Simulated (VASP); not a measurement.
**BaTiO3: relaxation of cell and atoms with revPBE+D4**

BaTiO3:

```xyz
5
Lattice="3.9998 0.0000 0.0000 0.0000 3.9998 0.0000 0.0000 0.0000 4.0180" Properties=species:S:1:pos:R:3 pbc="T T T"
Ba    0.0000    0.0000    0.0000
Ti    1.9999    1.9999    1.9688
O     0.0000    1.9999    2.0773
O     1.9999    0.0000    2.0773
O     1.9999    1.9999    0.0763
```

```
Program                : VASP 6.6.1
Task                   : relaxation of cell and atoms
Functional             : revPBE
Dispersion             : D4
Potentials or basis    : VASP PAW PBE potentials, release 64 (Ba_sv, Ti_sv, O)
Cutoff                 : 600 eV
k mesh                 : 7 × 7 × 7
Occupations            : fermi-dirac, width 0.05 eV
Spin                   : no spin polarisation
Further INCAR settings : ALGO = Normal; EDIFF = 1e-06; IBRION = 2; EDIFFG = -0.01; NSW = 60; ISIF = 3
```

The relaxed volume is 13.26 Å³/atom. The relaxed cell is a = 3.985 Å, b = 3.985 Å, c = 4.175 Å, α = 90.00°, β = 90.00°, γ = 90.00° and the space group after relaxing (to 0.05 Å) is P4mm (No. 99). The energy gained by relaxing is 6.3 meV/atom, the ionic steps are 23 and the pressure after relaxing is 0.0 GPa. The largest force after relaxing is 0.008 eV/Å and the band gap on the k mesh is 1.92 eV, indirect (least direct gap 2.36 eV). The dispersion energy per atom is -0.367 eV.

Forces in eV/Å, atoms in the order of the input:
```
Ba   0.000  0.000 -0.004
Ti   0.000  0.000 -0.008
O    0.000  0.000  0.007
O    0.000  0.000  0.007
O    0.000  0.000 -0.002
```

The path:
| step | energy change (eV) | largest force (eV/Å) | pressure (GPa) | volume (Å³) |
| --- | --- | --- | --- | --- |
| 1 | 0.0000 | 0.3165 | 1.74 | 64.28 |
| 2 | -0.0097 | 0.3010 | -1.16 | 65.59 |
| 3 | -0.0098 | 0.3013 | -0.92 | 65.47 |
| 4 | -0.0188 | 0.1558 | -0.26 | 65.48 |
| 5 | -0.0205 | 0.1152 | 0.22 | 65.49 |
| 6 | -0.0255 | 0.1049 | 0.21 | 65.67 |
| 7 | -0.0282 | 0.1445 | 0.27 | 65.91 |
| 8 | -0.0282 | 0.1514 | 0.29 | 65.95 |
| 9 | -0.0300 | 0.1027 | -0.47 | 66.34 |
| 10 | -0.0301 | 0.0931 | -0.60 | 66.42 |
| 11 | -0.0312 | 0.0484 | -0.20 | 66.30 |
| 12 | -0.0313 | 0.0690 | -0.02 | 66.26 |
| 13 | -0.0316 | 0.0108 | 0.02 | 66.22 |
| 14 | -0.0315 | 0.0237 | 0.04 | 66.20 |
| 15 | -0.0316 | 0.0147 | 0.04 | 66.21 |
| 16 | -0.0316 | 0.0140 | 0.05 | 66.21 |
| 17 | -0.0316 | 0.0110 | 0.04 | 66.22 |
| 18 | -0.0316 | 0.0115 | 0.03 | 66.22 |
| 19 | -0.0316 | 0.0125 | 0.03 | 66.21 |
| 20 | -0.0316 | 0.0112 | 0.02 | 66.23 |
| 21 | -0.0316 | 0.0152 | -0.02 | 66.29 |
| 22 | -0.0316 | 0.0104 | -0.05 | 66.29 |
| 23 | -0.0316 | 0.0080 | -0.04 | 66.29 |

Final structure:
```xyz
5
Lattice="3.9846 0.0000 0.0000 0.0000 3.9846 0.0000 0.0000 0.0000 4.1754" Properties=species:S:1:pos:R:3 pbc="T T T"
Ba    0.0000    0.0000    4.1436
Ti    1.9923    1.9923    1.9794
O     0.0000    1.9923    2.1674
O     1.9923    0.0000    2.1674
O     1.9923    1.9923    0.1604
```

Levels at points of the mesh, in eV from the valence-band top:
```
           k point  band 18  band 19  band 20  band 21  band 22  band 23
(0.00, 0.00, 0.00)    -0.75    -0.43    -0.43     1.92     2.51     2.51
```

Wall time 4.7 min on 1 thread of Intel(R) Xeon(R) 6975P-C (Granite Rapids) (shared host), peak memory 0.24 GiB.

Caveat: the PAW data sets were made with another functional, which shifts forces and pressure a little; spin-orbit coupling is left out, which moves the levels of the heavy elements; an odd mesh through Γ misses points on the zone boundary, where band edges often lie. Zero-point motion and thermal expansion aren't in these numbers.
